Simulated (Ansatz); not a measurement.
**HfN: changing the functional**

```cif
data_structure
_symmetry_space_group_name_H-M 'Fm-3m'
_symmetry_Int_Tables_number 225
_cell_length_a 4.5120
_cell_length_b 4.5120
_cell_length_c 4.5120
_cell_angle_alpha 90.000
_cell_angle_beta 90.000
_cell_angle_gamma 90.000
_cell_volume 91.86
loop_
_atom_site_label
_atom_site_type_symbol
_atom_site_symmetry_multiplicity
_atom_site_Wyckoff_symbol
_atom_site_fract_x
_atom_site_fract_y
_atom_site_fract_z
_atom_site_occupancy
Hf1 Hf 4 a 0.00000 0.00000 0.00000 1
N1 N 4 b 0.50000 0.00000 0.00000 1
```

Kept alike: task band structure; k mesh 10 × 10 × 10; occupations fermi-dirac, width 0.05 eV; no spin polarisation. Program: Ansatz, all-electron LAPW, scalar-relativistic. The mesh is that of the run's cell of 2 atoms. No spin-orbit coupling.

| functional | pressure (GPa) |
| --- | --- |
| BLYP | 15.53 |
| LDA | -8.20 |
| PBE | 6.66 |
| PBEsol | -1.87 |
| RPBE | 11.31 |
| revPBE | 10.03 |

Pressure is positive in compression. For a metal such a mesh leaves the last digits unconverged.

The pressure runs from -8.20 (LDA) to 15.53 GPa (BLYP). From PBE: BLYP +8.87; LDA -14.86; PBEsol -8.53; RPBE +4.65; revPBE +3.37. A positive pressure means that the functional's own cell is larger than the one given, a negative one that it is smaller.

At this fixed cell, LDA and PBEsol favour contraction, while PBE, revPBE, RPBE and BLYp favour expansion, in that increasing order. PBEsol lies closest to zero pressure at -1.87 GPa. The main trend follows the treatment of density gradients. LDA typically overbinds, whereas gradient-corrected exchange favours the more inhomogeneous density of a stretched lattice. PBEsol weakens that correction relative to PBE, while revPBE and RPBE strengthen it at large reduced gradients, which probably matters most where the Hf and N shells overlap. BLYP's position at the far end probably also reflects its correlation part, which does not recover the uniform-electron-gas limit and so suits a metallic nitride poorly.

HfN is stiff, with strong Hf 5d–N 2p bonding alongside its metallic character, so even sizeable pressures correspond to modest changes in lattice parameter. The proximity of PBEsol to zero pressure shows agreement with the chosen cell, not greater accuracy for the electronic bands or other properties.
